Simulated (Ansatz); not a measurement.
# ZrS: convergence and cost

This session on ZrS sets out to test the k-point mesh shifted by half a step.

The COD entry's cell or inner coordinates are ideal or old and differ from later refinements, so a difference from it is no clean test against experiment.

Computed with Ansatz 0.2.0 (DFT r2SCAN, scalar-relativistic, plane waves, PAW, unless a step's input says otherwise).

3 further runs of the same task are left out: 3 for a known fault of the program. Runs told in other sessions of the task aren't counted.

## (1) The system as given

The structure is cubic, space group Fm-3m (No. 225). Conventional cell: a = 5.250 Å, b = 5.250 Å, c = 5.250 Å, α = 90.00°, β = 90.00°, γ = 90.00°. Zr (site symmetry m-3m) has 6 S at 2.62 Å in its first shell of neighbours. Around S (site symmetry m-3m) lie 6 Zr at 2.62 Å.

As a file:

```
Zr S
1.0
     0.00000    2.62500    2.62500
     2.62500    0.00000    2.62500
     2.62500    2.62500    0.00000
Zr S
1 1
Direct
  0.00000 0.00000 0.00000
  0.50000 0.50000 0.50000
```

Source of the structure: the Crystallography Open Database. It is taken as it stands there.

## (2) The base input

Input file input.yaml:

```yaml
crystal:
  lattice:
    - [0.0, 2.625, 2.625]
    - [2.625, 0.0, 2.625]
    - [2.625, 2.625, 0.0]
  atoms:
    - { symbol: Zr, position: [0.0, 0.0, 0.0] }
    - { symbol: S, position: [0.5, 0.5, 0.5] }
basis:
  ecutwfc: 500
kpoints:
  mp_grid: { grid: [14, 14, 14] }
hamiltonian:
  xc: r2scan
scf:
  occupations: { method: gaussian, width: 0.1 }
output:
  forces: true
  stress: true
  eigenvalues: true
  populations: true
```

It was run beforehand and gave: -2551.9842 eV/atom at zero smearing, pressure -1.98 GPa, largest force 0.000 eV/Å, no gap on the mesh, in 7 SCF cycles and 19 s.

## (3) K-point mesh shifted by half a step set to 8×8×8

Input file input.yaml:

```yaml
crystal:
  lattice:
    - [0.0, 2.625, 2.625]
    - [2.625, 0.0, 2.625]
    - [2.625, 2.625, 0.0]
  atoms:
    - { symbol: Zr, position: [0.0, 0.0, 0.0] }
    - { symbol: S, position: [0.5, 0.5, 0.5] }
basis:
  ecutwfc: 500
kpoints:
  mp_grid: { grid: [8, 8, 8], shift: [0.5, 0.5, 0.5] }
hamiltonian:
  xc: r2scan
scf:
  occupations: { method: gaussian, width: 0.1 }
output:
  forces: true
  stress: true
  eigenvalues: true
```

Started as:

```
$ ansatz run input.yaml --threads 1 --pin off --max-ram 2560MiB --backend cpu --events-out ev --progress --plain --runs-dir out
```

## (4) K-point mesh shifted by half a step set to 10×10×10

Changes to input.yaml since step 3:

```diff
@@ -11,3 +11,3 @@
 kpoints:
-  mp_grid: { grid: [8, 8, 8], shift: [0.5, 0.5, 0.5] }
+  mp_grid: { grid: [10, 10, 10], shift: [0.5, 0.5, 0.5] }
 hamiltonian:
```

## (5) K-point mesh shifted by half a step: 12×12×12

Changes to input.yaml since step 4:

```diff
@@ -11,3 +11,3 @@
 kpoints:
-  mp_grid: { grid: [10, 10, 10], shift: [0.5, 0.5, 0.5] }
+  mp_grid: { grid: [12, 12, 12], shift: [0.5, 0.5, 0.5] }
 hamiltonian:
```

(Steps that only read results are left out.)

**Question.** What does this series show? Wanted: largest energy shift, k-point mesh shifted by half a step.

The runs gave:

| quantity | value |
| --- | --- |
| largest energy shift, k-point mesh shifted by half a step | -3.44 meV/atom at 8×8×8 |

What this shows: The densest shifted mesh lands 2.14 meV/atom from the base run. The shift lowers the symmetry that the mesh keeps.
